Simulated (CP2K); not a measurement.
# Rh under changes of volume

One of the cells (13.671 Å³/atom); the others are scaled copies at fixed shape and fractional positions:

```xyz
1
Lattice="2.6840 0.0000 0.0000 1.3420 2.3244 0.0000 1.3420 0.7748 2.1914" Properties=species:S:1:pos:R:3 pbc="T T T"
Rh    0.0000    0.0000    0.0000
```

- Program: CP2K 2026.2
- Functional: r2SCAN
- Potentials or basis: POTENTIAL_UZH Rh GTH-SCAN-q17; TZVP-MOLOPT-SCAN-GTH basis
- Density cutoff: 9184 eV
- k mesh: 12 × 12 × 12
- Occupations: fermi-dirac, width 0.05 eV
- Spin: no spin polarisation

| volume (Å³/atom) | energy over the lowest point (meV/atom) | pressure (GPa) |
| --- | --- | --- |
| 12.851 | 156.91 | 38.8 |
| 13.125 | 98.90 | 29.6 |
| 13.398 | 55.77 | 21.3 |
| 13.671 | ? | ? |
| 13.945 | 7.71 | 7.6 |
| 14.218 | 0.00 | 1.8 |
| 14.492 | 1.58 | -3.3 |

Problem. What does the run at 13.671 Å³/atom give?

Solution. Energy over the lowest point 25.87 meV/atom; pressure 14.0 GPa.

Worked out: A Birch-Murnaghan fit of order 3 (a polynomial in V^(-2/3)) to the other rows has its minimum at 14.30 Å³/atom with B0 = V·E''(V) = 275 GPa and B' = 5.1. It gives 25.92 meV/atom at 13.671 Å³/atom, against the run's 25.87, and -dE/dV = 14.0 GPa, against 14.0.

Energies are extrapolated to zero smearing.

Caveats: the basis of atomic orbitals isn't converged, which shifts pressures, moduli and gaps.
